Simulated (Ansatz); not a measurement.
Working through a comparison of enthalpies under pressure of two structures of Al

Computed with Ansatz 0.2.0, Python API.

Notebook, run cell by cell (the value of a cell's last expression is shown):

In [1]:
```python
import ansatz as az
import numpy as np
```

In [2]:
```python
def diamond(a_site, a):
    return az.Crystal.diamond(a_site, a=a)
```

In [3]:
```python
def sc(A, a):
    return (
        az.Lattice.cubic(a)
        .space_group(221)
        .atom(A, (0, 0, 0))
    )
```

In [4]:
```python
def ground_state(name, crystal, pressure=0.0):
    calc = (
        crystal.calculation()
        .basis(460)
        .kpoints(spacing=0.3)
        .occupations("fermi_dirac", width=0.05)
    )
    calc = calc.relax(force_tolerance=0.01, cell=True, pressure=pressure)
    return calc.run(threads=1, backend="cpu")
```

In [5]:
```python
def volume_per_atom(outcome):
    return abs(np.linalg.det(outcome.lattice.cell_ang)) / len(outcome.lattice.sites)
```

In [6]:
```python
phases = {}
phases["diamond"] = diamond("Al", 5.57)
phases["sc"] = sc("Al", 2.63)
```

In [7]:
```python
# H = E + PV, with 1 eV per cubic angstrom equal to 160.2 GPa
pressures = [0, 5, 10, 20]
enthalpy, volume = {name: [] for name in phases}, {name: [] for name in phases}
for p in pressures:
    for name, crystal in phases.items():
        o = ground_state(name, crystal, pressure=p)
        volume[name].append(volume_per_atom(o))
        enthalpy[name].append(o.report["energy_sigma0_ev"] / len(o.lattice.sites) + p * volume[name][-1] / 160.21766)
gap = np.array(enthalpy["sc"]) - np.array(enthalpy["diamond"])
rows = [(p, va, vb, 1000 * d) for p, va, vb, d in zip(pressures, volume["diamond"], volume["sc"], gap)]
print("   P (GPa)  V diamond (A^3/atom)  V sc (A^3/atom)  H(sc) - H(diamond) (meV/atom)")
for row in rows:
    print(f"{row[0]:10d}  {row[1]:20.3f}  {row[2]:15.3f}  {row[3]:+29.1f}")
crossings = [p0 - g0 * (p1 - p0) / (g1 - g0) for p0, p1, g0, g1 in zip(pressures, pressures[1:], gap, gap[1:]) if g0 * g1 < 0]
print("crossing near", [round(float(p), 1) for p in crossings], "GPa") if crossings else print("no crossing in this range")
```
```text
   P (GPa)  V diamond (A^3/atom)  V sc (A^3/atom)  H(sc) - H(diamond) (meV/atom)
         0                27.665           20.052                         -399.7
         5                24.840           18.586                         -614.1
        10                23.020           17.552                         -796.8
        20                20.571           16.120                        -1103.8
no crossing in this range
```

What to keep in mind:
- At a fixed pressure a relaxation lowers the enthalpy F + PV, while F alone can rise.
- For the metals among these phases the mesh is modest: differences between phases can be off by up to 40 meV an atom.
- No functional is typed, so the default, PBE, holds.
- Only these two structures are compared, at zero temperature and with their symmetry kept; either may be hypothetical, and another phase may be lower than both. Differences under about 40 meV an atom lie within the error of mesh and functional.
- The cells are prototypes set up for this calculation and needn't exist.
- Finished in 16 s on 1 thread of Arm Neoverse V1 (shared host), peak memory 0.36 GiB.

(Lines on the test bed's own set-up are left out of the output.)
